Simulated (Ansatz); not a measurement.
A run of Ansatz 0.2.0 is set up as follows.

input.yaml

```yaml
crystal:
  lattice:
    - [0.0, 2.702, 2.702]
    - [2.702, 0.0, 2.702]
    - [2.702, 2.702, 0.0]
  atoms:
    - { symbol: Zn, position: [0.75, 0.75, 0.75] }
    - { symbol: S, position: [0.0, 0.0, 0.0] }
kpoints:
  mp_grid: { grid: [6, 6, 6] }
scf:
  occupations: { method: fermi_dirac, width: 0.05 }
hamiltonian:
  xc: pbe
  pseudopotentials: { kind: all_electron, datasets: crystal }
output:
  forces: true
  stress: true
  eigenvalues: true
  elf: true
  volumetric_format: npy
```

Potentials or basis: all-electron PAW datasets made for the crystal.

Launch:

```sh
$ ansatz run input.yaml --threads 1 --pin off --max-ram 3072MiB --backend cpu --events-out ev --progress --plain --runs-dir out
```

Q: Predict the pressure.

A: 1.6 GPa.

Q: What does it give for the band gap on the k mesh?

A: 2.11 eV, direct.

**What was measured.**

From “Electronic, vibrational, and thermodynamic properties of ZnS (zincblende and rocksalt structure)”, 2009, arxiv:0911.5022, for a bulk crystal of ZnS at 19 K: band gap 3.85 eV (direct).

A measured gap of ZnS is 3.85 eV (direct; 19 K; quoted in “Electronic, vibrational, and thermodynamic properties of ZnS (zincblende and rocksalt structure)”, 2009, arxiv:0911.5022); the calculated 2.11 eV misses it by -1.74 eV. The value is that of PBE, without temperature or zero-point motion. Semilocal functionals fall short of measured gaps as a rule.
